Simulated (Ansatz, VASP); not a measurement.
# SiC: VASP beside Ansatz

File INCAR:

```
SYSTEM = SiC
PREC     = Accurate       ! precision mode
ENCUT    = 520            ! plane-wave cutoff, eV
EDIFF    = 1E-7           ! SCF threshold, eV
ISMEAR   = 0              ! smearing method
SIGMA    = 0.05           ! smearing width, eV
LREAL    = .False.        ! projectors in reciprocal space
LASPH    = .True.         ! aspherical terms in the spheres
NELM     = 100            ! most SCF steps
ALGO     = Normal         ! electronic algorithm
ISIF     = 2              ! what is computed and relaxed
LWAVE    = .False.        ! write WAVECAR
LCHARG   = .False.        ! write CHGCAR
GGA      = PS             ! functional
NBANDS   = 11             ! bands
```

File KPOINTS:

```
Automatic mesh
0
Gamma
  12 12 12
  0 0 0
```

Contents of POSCAR:

```
SiC
1.0
    0.0000000000      2.1563719388      2.1563719388
    2.1563719388      0.0000000000      2.1563719388
    2.1563719388      2.1563719388      0.0000000000
Si C
1 1
Direct
    0.0000000000      0.0000000000      0.0000000000
    0.7500000000      0.7500000000      0.7500000000
```

Input for Ansatz:

```yaml
crystal:
  lattice:
    - [0.0, 2.1563719388, 2.1563719388]
    - [2.1563719388, 0.0, 2.1563719388]
    - [2.1563719388, 2.1563719388, 0.0]
  atoms:
    - { symbol: Si, position: [0.0, 0.0, 0.0] }
    - { symbol: C, position: [0.75, 0.75, 0.75] }
basis:
  ecutwfc: 520.0
kpoints:
  mp_grid: { grid: [12, 12, 12] }
hamiltonian:
  xc: pbesol
  pseudopotentials: { kind: paw, azcp: { folder: soft_1 } }
scf:
  occupations: { method: gaussian, width: 0.05 }
output:
  forces: true
  stress: true
  eigenvalues: true
  write_density: true
  write_potential: true
  elf: true
  volumetric_format: npy
```

Alike in both runs: task single point; functional PBEsol; k mesh 12 × 12 × 12; occupations gaussian, width 0.05 eV; no spin polarisation.

```csv
,VASP,Ansatz
version,VASP 6.6.1,Ansatz 0.2.0
potentials or method,"VASP PAW PBE potentials, release 64 (Si, C)","scalar-relativistic, plane waves, PAW"
plane-wave cutoff (eV),520,520
valence electrons in the cell,8,8
```

VASP gave:

| Quantity | Value |
| --- | --- |
| gap on the k mesh at the Fermi level (eV) | 1.20 |
| least direct gap on the mesh (eV) | 4.48 |
| pressure (GPa) | 7.5 |

Which values does Ansatz return?

gap on the k mesh at the Fermi level (eV): 1.22; least direct gap on the mesh (eV): 4.49; pressure (GPa): 7.2.

Ansatz warned: «pseudo_functional_mismatch».

Caveats: the PAW data sets were made with another functional, which shifts forces and pressure a little (VASP). A k mesh can miss the band edges.
